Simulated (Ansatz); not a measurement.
Si2W:

```xyz
9
Lattice="4.6169 0.0000 0.0000 -2.3084 3.9983 0.0000 0.0000 0.0000 6.6532" Properties=species:S:1:pos:R:3 pbc="T T T"
W     2.3084    0.0000    3.3266
W     1.1542    1.9992    5.5444
W    -1.1542    1.9992    1.1089
Si    1.1332    0.6542    1.1089
Si    3.4837    0.6542    5.5444
Si    0.0000    1.3085    3.3266
Si    1.1753    3.3441    1.1089
Si   -1.1753    3.3441    5.5444
Si    2.3084    2.6899    3.3266
```

Measurements of this composition are mostly on another form, of space group No. 139.

Program: Ansatz 0.2.0. Alike in all runs: potentials or basis Ansatz PAW; no spin polarisation; cell as given; k mesh 7 × 7 × 4; cutoff (eV) 420; smearing fermi-dirac 0.05 eV.

Question: Order these runs on this cell by their pressure, lowest first.
A. level PBEsol+U; U W d U = 4 eV; hubbard projectors ortho-atomic (the default); double counting fll (the default)
B. level BLYP; points for each segment of the path 10
C. level LDA; points for each segment of the path 10

Answer: C (-9.2 GPa), A (-6.4 GPa), B (8.4 GPa).

Caveats: the PAW data sets come from PBE, with cores solved anew for the run's functional, which leaves a small shift of forces and pressure; the U is typed as a test and isn't derived for this compound (some runs); the density of states is complete only up to the lowest level of the last band computed (some runs); the potentials were made for another functional, which shifts forces and pressure (some runs).

Not every run made on this cell is shown here.
